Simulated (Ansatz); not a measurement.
**BAs: from a trial structure to a relaxed crystal**

Theory: Ansatz 0.2.0, DFT PBE, scalar-relativistic, plane waves, PAW. Cutoff 420 eV, Γ-centred k mesh, Gaussian smearing, no spin polarisation in the final step.

BAs was placed on the CoSn structure type (P6/mmm, No. 191), with B in place of Co, As in place of Sn, at a guessed volume.

```xyz
6
Lattice="4.8977 0.0000 0.0000 -2.4489 4.2416 0.0000 0.0000 0.0000 3.9516" Properties=species:S:1:pos:R:3 pbc="T T T"
B     2.4489    0.0000    0.0000
B     1.2244    2.1208    0.0000
B    -1.2244    2.1208    0.0000
As    0.0000    0.0000    0.0000
As    0.0000    2.8277    1.9758
As    2.4489    1.4139    1.9758
```

Steps on the 12×12×10 mesh (6 atoms). 10 of 13 steps are shown, and the free energy counts from the last. Trial steps that were taken back and renewals of the plane-wave basis can be among the rows.

| step | ΔF (meV/atom) | V (Å³/atom) | P (GPa) |
| --- | --- | --- | --- |
| 1 | 185.3 | 13.68 | -1.24 |
| 2 | 181.6 | 13.53 | -0.16 |
| 3 | 178.2 | 13.32 | 1.92 |
| 4 | 173.9 | 13.49 | 0.68 |
| 5 | 136.8 | 13.52 | 0.25 |
| 6 | 66.0 | 13.46 | 0.62 |
| 8 | 6.0 | 13.70 | 0.55 |
| 11 | 0.3 | 13.76 | 0.49 |
| 12 | 0.0 | 13.84 | -0.01 |
| 13 | 0.0 | 13.84 | -0.01 |

A final relaxation ran on a 12×12×10 mesh. The relaxed crystal, P6/mmm (No. 191):

```cif
data_structure
_symmetry_space_group_name_H-M 'P6/mmm'
_symmetry_Int_Tables_number 191
_cell_length_a 5.5999
_cell_length_b 5.5999
_cell_length_c 3.0571
_cell_angle_alpha 90.000
_cell_angle_beta 90.000
_cell_angle_gamma 120.000
_cell_volume 83.02
loop_
_atom_site_label
_atom_site_type_symbol
_atom_site_symmetry_multiplicity
_atom_site_Wyckoff_symbol
_atom_site_fract_x
_atom_site_fract_y
_atom_site_fract_z
_atom_site_occupancy
B1 B 3 f 0.50000 0.00000 0.00000 1
As1 As 1 a 0.00000 0.00000 0.00000 1
As2 As 2 d 0.33333 0.66667 0.50000 1
```

```yaml
Volume_per_atom: 13.84 Å³
Density: 5.14 g/cm³
Energy_over_the_elements: 1.23 eV/atom
Gap_on_the_12×12×10_mesh: 0 eV (a metal)
```

Formation energies are uncorrected and refer to the elements' standard structures at the same level.

The final run used a 12×12×10 mesh on its 6-atom cell and 0.10 eV smearing. For metals, differences of a few meV/atom aren't resolved.

Symmetry constrained the relaxation, so the result can be a saddle point.

Cost: 2 runs of about 4.1 core-minutes in all, on Arm Neoverse V2 (shared hosts).